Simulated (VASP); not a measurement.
Wanted: the native input for a VASP 6.6.1 run.

* Task: band structure
* Functional: PBEsol
* Potentials or basis: VASP PAW PBE potentials, release 64 (Ge_d)
* Cutoff: 520 eV
* k mesh: 10 × 10 × 10
* Occupations: gaussian, width 0.03 eV
* Spin: no spin polarisation
* Further INCAR settings: ALGO = Fast; EDIFF = 1e-06; NBANDS = 21

The structure of Ge lies in POSCAR:

```
Ge                                      
1.0
   -0.0000000000      2.8370028156      2.8370028156
    2.8370028156     -0.0000000000      2.8370028156
    2.8370028156      2.8370028156     -0.0000000000
  Ge            
     2
Direct
     0.0000000000000000    0.0000000000000000    0.0000000000000000
     0.2500000000000000    0.2500000000000000    0.2500000000000000
```

These files were run (other wordings do the same):

INCAR

```
PREC = Accurate
ENCUT = 520
EDIFF = 1E-6
ISMEAR = 0
SIGMA = 0.03
LREAL = F
LASPH = T
NELM = 80
ALGO = Fast
ISIF = 2
LWAVE = F
LCHARG = F
GGA = PS
NBANDS = 21
ICORELEVEL = 1
```

KPOINTS

```
Automatic mesh
0
Gamma
  10 10 10
```

KPOINTS_OPT

```
explicit points
159
Reciprocal
 0.0000000000  0.0000000000  0.0000000000 1
 0.0357142857  0.0000000000  0.0357142857 1
 0.0714285714  0.0000000000  0.0714285714 1
 0.1071428571  0.0000000000  0.1071428571 1
 0.1428571429  0.0000000000  0.1428571429 1
 0.1785714286  0.0000000000  0.1785714286 1
[... 151 lines left out ...]
 0.4250000000  0.0000000000  0.4250000000 1
 0.4500000000  0.0000000000  0.4500000000 1
```

Potentials or basis: VASP PAW PBE potentials, release 64 (Ge_d).

Launch:

```sh
$ cat potpaw_PBE.64/Ge_d/POTCAR > POTCAR
$ mpirun -np 1 vasp_std > vasp.out
```

Results of the run:

* Pressure: 0.3 GPa
* Band gap along the path: none (metal or under the smearing width)

Caveat: the PAW data sets were made with another functional, which shifts forces and pressure a little; this crystal is a semiconductor, whose small gap the functional closes, so the metal is an error of the method.

Wall time 77 s on 1 thread of AMD EPYC 9R45 (Zen 5), with other jobs on the host, peak memory 0.17 GiB.
